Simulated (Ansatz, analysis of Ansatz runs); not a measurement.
**Bond-centred H in GaP: charge-transition level against experiment**

How near does this set-up come to the measured charge-transition level? Subject: bond-centred H in GaP. Set-up: PBE, 64-site cell, PBE lattice, 420 eV, k: the single point 1/4 1/4 1/4 then 2x2x2 shifted 0.5 0.5 0.5. The model is a cell of 64 host atoms with 1 H put in. The level is the Fermi energy at which two charge states have equal formation energy, after a correction for the images of the charge. A local or semilocal functional is the cheapest first rung.

Measured beforehand: (+1/0) level below the conduction-band bottom (muonium): 0.15 eV, by muSR, high-field spin precession relaxation rates (preliminary analysis) (“Location of the H[+/-] level: Experimental limits for muonium”, 2006, R.L. Lichti et al.). The runs below try to reproduce this.

Main program and level: Ansatz 0.2.0; plane-wave PAW DFT, PBE; relaxation of all atoms of a defect supercell.

Most raw output is cut from this account.

### 1. The structure

The cell holds 65 atoms: 32 Ga, 32 P and 1 H. Its edges and angles: a = 11.010 Å, b = 11.010 Å, c = 11.010 Å, α = 90.0°, β = 90.0°, γ = 90.0°. It derives from GaP (space group F-43m). Nearest the centre at fractional (0.443, 0.451, 0.581): H65 at 0.00 Å, Ga57 at 1.64 Å, P16 at 1.64 Å, P61 at 2.82 Å, Ga27 at 2.88 Å, Ga42 at 2.96 Å, P23 at 3.06 Å, P38 at 3.14 Å. The cell carries charge +1.

The host's primitive cell comes from a first run (plane-wave PAW DFT, PBE; relaxation of the host's cell and atoms): vectors of 3.893, 3.893 and 3.893 Å. That is 20.86 Å³ an atom, 3.0 % over the diffraction cell's volume. The supercell is built on it.

### 2. Relaxation, charge +1

Every later number rests on the structure around the defect, so the atoms are relaxed at the host's lattice first.

Input file relax0/input.yaml:

```yaml
relax:
  f_tol: 0.02
  max_steps: 80
  random_displacement: { amplitude: 0.02, seed: 843 }
crystal:
  lattice:
    - [11.01025696, 0.0, 0.0]
    - [0.0, 0.0, -11.01025696]
    - [0.0, 11.01025696, 0.0]
  atoms:
    - { symbol: Ga, position: [0.0, 0.0, 0.0] }
    - { symbol: Ga, position: [0.0, 0.25, 0.25] }
    - { symbol: Ga, position: [0.25, 0.0, 0.25] }
    - { symbol: Ga, position: [0.25, 0.25, 0.0] }
    - { symbol: P, position: [0.125, 0.125, 0.125] }
    - { symbol: P, position: [0.125, 0.375, 0.375] }
    - { symbol: P, position: [0.375, 0.125, 0.375] }
    - { symbol: P, position: [0.375, 0.375, 0.125] }
    - { symbol: Ga, position: [0.0, 0.0, 0.5] }
    - { symbol: Ga, position: [0.0, 0.25, 0.75] }
    - { symbol: Ga, position: [0.25, 0.0, 0.75] }
    - { symbol: Ga, position: [0.25, 0.25, 0.5] }
    - { symbol: P, position: [0.125, 0.125, 0.625] }
    - { symbol: P, position: [0.125, 0.375, 0.875] }
    - { symbol: P, position: [0.375, 0.125, 0.875] }
    - { symbol: P, position: [0.352720774, 0.352720774, 0.647279226] }
    - { symbol: Ga, position: [0.0, 0.5, 0.0] }
    - { symbol: Ga, position: [0.0, 0.75, 0.25] }
    - { symbol: Ga, position: [0.25, 0.5, 0.25] }
    - { symbol: Ga, position: [0.25, 0.75, 0.0] }
    - { symbol: P, position: [0.125, 0.625, 0.125] }
    - { symbol: P, position: [0.125, 0.875, 0.375] }
    - { symbol: P, position: [0.375, 0.625, 0.375] }
    - { symbol: P, position: [0.375, 0.875, 0.125] }
    - { symbol: Ga, position: [0.0, 0.5, 0.5] }
    - { symbol: Ga, position: [0.0, 0.75, 0.75] }
    - { symbol: Ga, position: [0.25, 0.5, 0.75] }
    - { symbol: Ga, position: [0.25, 0.75, 0.5] }
    - { symbol: P, position: [0.125, 0.625, 0.625] }
    - { symbol: P, position: [0.125, 0.875, 0.875] }
    - { symbol: P, position: [0.375, 0.625, 0.875] }
    - { symbol: P, position: [0.375, 0.875, 0.625] }
    - { symbol: Ga, position: [0.5, 0.0, 0.0] }
    - { symbol: Ga, position: [0.5, 0.25, 0.25] }
    - { symbol: Ga, position: [0.75, 0.0, 0.25] }
    - { symbol: Ga, position: [0.75, 0.25, 0.0] }
    - { symbol: P, position: [0.625, 0.125, 0.125] }
    - { symbol: P, position: [0.625, 0.375, 0.375] }
    - { symbol: P, position: [0.875, 0.125, 0.375] }
    - { symbol: P, position: [0.875, 0.375, 0.125] }
    - { symbol: Ga, position: [0.5, 0.0, 0.5] }
    - { symbol: Ga, position: [0.5, 0.25, 0.75] }
    - { symbol: Ga, position: [0.75, 0.0, 0.75] }
    - { symbol: Ga, position: [0.75, 0.25, 0.5] }
    - { symbol: P, position: [0.625, 0.125, 0.625] }
    - { symbol: P, position: [0.625, 0.375, 0.875] }
    - { symbol: P, position: [0.875, 0.125, 0.875] }
    - { symbol: P, position: [0.875, 0.375, 0.625] }
    - { symbol: Ga, position: [0.5, 0.5, 0.0] }
    - { symbol: Ga, position: [0.5, 0.75, 0.25] }
    - { symbol: Ga, position: [0.75, 0.5, 0.25] }
    - { symbol: Ga, position: [0.75, 0.75, 0.0] }
    - { symbol: P, position: [0.625, 0.625, 0.125] }
    - { symbol: P, position: [0.625, 0.875, 0.375] }
    - { symbol: P, position: [0.875, 0.625, 0.375] }
    - { symbol: P, position: [0.875, 0.875, 0.125] }
    - { symbol: Ga, position: [0.522279226, 0.522279226, 0.477720774] }
    - { symbol: Ga, position: [0.5, 0.75, 0.75] }
    - { symbol: Ga, position: [0.75, 0.5, 0.75] }
    - { symbol: Ga, position: [0.75, 0.75, 0.5] }
    - { symbol: P, position: [0.625, 0.625, 0.625] }
    - { symbol: P, position: [0.625, 0.875, 0.875] }
    - { symbol: P, position: [0.875, 0.625, 0.875] }
    - { symbol: P, position: [0.875, 0.875, 0.625] }
    - { symbol: H, position: [0.442568, 0.450578, 0.580645] }
  host:
    repeats: [2, 2, 2]
    atoms:
      - { symbol: Ga, position: [0.0, 0.0, 0.0] }
      - { symbol: Ga, position: [0.0, 0.5, 0.5] }
      # ... 6 more atoms of the perfect host
total_charge: 1
basis:
  ecutwfc: 420
  xc_grid: 2
hamiltonian:
  xc: pbe
kpoints:
  mp_grid: { grid: [1, 1, 1], shift: [0.25, 0.25, 0.25] }
scf:
  occupations: { method: fermi_dirac, width: 0.01 }
  max_iter: 120
output:
  forces: true
  charged_corrections:
    epsilon: 10.62
    static_epsilon: 12.85
    defect_position: [0.442568, 0.450578, 0.580645]
checkpoint:
  write: "../relax0.run"
  compress: false
  write_wavefunctions: true
  write_every: 100000
```

Started as:

```bash
> ansatz run input.yaml --threads 2 --pin off --max-ram 4710MiB --backend cpu --events-out ev --progress --plain --runs-dir out
```

It took 6.5 min on 2 threads of Arm Neoverse V1, shared host; peak memory 2.6 GiB; 13 min of CPU time.

Step by step:

```csv
step,energy less that of the first step (eV),largest force component (eV/Å)
1,0.0000,1.5428
2,-0.6477,0.8115
3,-0.7621,0.2524
4,-0.7639,0.2011
5,-0.7751,0.0805
6,-0.7770,0.0462
7,-0.7777,0.0526
8,-0.7778,0.0316
9,-0.7781,0.0014
```

The atoms that moved most (Å, from the sites as typed, ahead of the random displacement):

```csv
atom,dx,dy,dz,length
H65,-0.128,-0.111,0.214,0.273
Ga57,0.101,-0.082,-0.102,0.165
Ga12,-0.076,-0.040,0.075,0.114
Ga27,-0.074,0.081,-0.030,0.113
Ga42,0.029,0.081,0.072,0.112
P61,0.056,0.036,-0.057,0.088
P23,-0.020,-0.050,-0.048,0.072
P38,0.046,-0.050,0.019,0.071
```

Neighbours of H65 at the end:

| atom | distance (Å) |
| --- | --- |
| P16 | 1.431 |
| Ga57 | 1.915 |
| Ga27 | 3.019 |
| Ga42 | 3.020 |
| Ga12 | 3.037 |
| P61 | 3.165 |
| P23 | 3.166 |
| P38 | 3.166 |

Numbers from this step:

```
free energy : -145287.9218 eV
```

The series, run alike:

| run | outcome | energy less the first (eV) | moment (μB) | time |
| --- | --- | --- | --- | --- |
| relaxation, charge +1 | converged | 0.0000 | 0.00 | 6.5 min |
| relaxation, charge 0 | converged | 8.1111 | 1.00 | 8.4 min |

The relaxation ends 12 meV an atom lower than the displaced start, with a largest force component of 0.0014 eV/Å.

### 3. Single point, charge +1

The relaxed structure is kept, and the final numbers are taken at the final level and k-points.

This step: plane-wave PAW DFT, PBE; single point of a defect supercell.

Input file point0/input.yaml:

```yaml
crystal:
  lattice:
    - [11.01025696, 0.0, 0.0]
    - [0.0, 0.0, -11.01025696]
    - [0.0, 11.01025696, 0.0]
  atoms:
    - { symbol: Ga, position: [-0.000258221, -0.00013172, 0.000674272] }
    - { symbol: Ga, position: [-0.000388503, 0.249580558, 0.250431019] }
[... 9 atom lines left out ...]
    - { symbol: Ga, position: [0.243045292, 0.243178456, 0.496520451] }
[... 3 atom lines left out ...]
    - { symbol: P, position: [0.354987007, 0.355123958, 0.643965253] }
[... 6 atom lines left out ...]
    - { symbol: P, position: [0.373120798, 0.629325086, 0.370619161] }
[... 3 atom lines left out ...]
    - { symbol: Ga, position: [0.243300283, 0.502697784, 0.757455007] }
[... 3 atom lines left out ...]
    - { symbol: P, position: [0.375343318, 0.625166749, 0.875375599] }
[... 6 atom lines left out ...]
    - { symbol: P, position: [0.629199758, 0.373239941, 0.370618795] }
[... 3 atom lines left out ...]
    - { symbol: Ga, position: [0.502584997, 0.243446898, 0.757445356] }
[... 3 atom lines left out ...]
    - { symbol: P, position: [0.625045467, 0.375477884, 0.875379495] }
[... 10 atom lines left out ...]
    - { symbol: Ga, position: [0.531430744, 0.531547879, 0.470395168] }
    - { symbol: Ga, position: [0.498369369, 0.752551243, 0.7510352] }
[... 2 atom lines left out ...]
    - { symbol: P, position: [0.63006508, 0.630190862, 0.6283663] }
[... 3 atom lines left out ...]
    - { symbol: H, position: [0.4309039, 0.431086729, 0.570697081] }
  host:
    repeats: [2, 2, 2]
    atoms:
      - { symbol: Ga, position: [0.0, 0.0, 0.0] }
      - { symbol: Ga, position: [0.0, 0.5, 0.5] }
      # ... 6 more atoms of the perfect host
total_charge: 1
basis:
  ecutwfc: 420
  xc_grid: 2
hamiltonian:
  xc: pbe
kpoints:
  mp_grid: { grid: [2, 2, 2], shift: [0.5, 0.5, 0.5] }
scf:
  occupations: { method: fermi_dirac, width: 0.01 }
  max_iter: 120
output:
  forces: true
  charged_corrections:
    epsilon: 10.62
    static_epsilon: 12.85
    defect_position: [0.442568, 0.450578, 0.580645]
  eigenvalues: true
checkpoint:
  read: "../relax0.run"
  write: "../point0.run"
  compress: false
  write_wavefunctions: true
  write_every: 100000
```

Run time: 5.1 min. Hardware: 2 threads; peak memory 3.1 GiB; 10 min of CPU time.

Read from the output:

```
free energy : -145287.8990 eV
```

The series, run alike:

| run | outcome | energy less the first (eV) | moment (μB) | time |
| --- | --- | --- | --- | --- |
| single point, charge +1 | converged | 0.0000 | 0.00 | 5.1 min |
| single point, charge 0 | converged | 8.1533 | 1.00 | 15 min |

### 4. Charge-transition levels

A charged cell feels its images and has its own zero of potential; this step corrects both and places the level between the host's band edges.

This step: place-levels on PBE runs: charge-transition levels with image-charge correction and potential alignment at the atomic sites.

Input file levels.yaml:

```yaml
host:
  run: host.point.run
  levels_from: { run: edges.run }
states: [point0.run, point1.run]
geometry_from:
  point0.run: relax0.run
  point1.run: relax1.run
  host.point.run: host.relax.run
```

Started as:

```bash
> ansatz place-levels levels.yaml -- --threads 2 --pin off --max-ram 4710MiB
```

The job ended after 0.19 s (2 threads).

This step gave:

```
gap : 1.582 eV
```

### 5. Results

```
static dielectric constant used                   : 12.8
band gap of the host                              : 1.58 eV
(plus 1/0) level below the conduction-band bottom : 0.29 eV
time of the whole chain                           : 39 min on 2 threads
```

(+1/0) level below the conduction-band bottom: computed 0.29 eV, measured 0.15 eV (muonium); 0.14 eV deeper than the measurement. The level is counted in a gap of 1.58 eV, and the correction is screened by a dielectric constant of 12.8 from a linear-response run on the host (PBE). Levels hang on the band edges, which semilocal functionals place too close together.

[Logs are printed without paths, hosts, clocks, repeated set-up lines and the standing remarks that a program may print on its own settings, such as how far it seeks lower states.]

[Hosts, paths, dates, database ids (printed as entryN), source tags and the programs' standing remarks are cut or masked in the printed files.]

[For some hosts the program warned that the k-mesh of the response run may be too coarse for force constants and the static dielectric constant; such warnings are not shown here.]
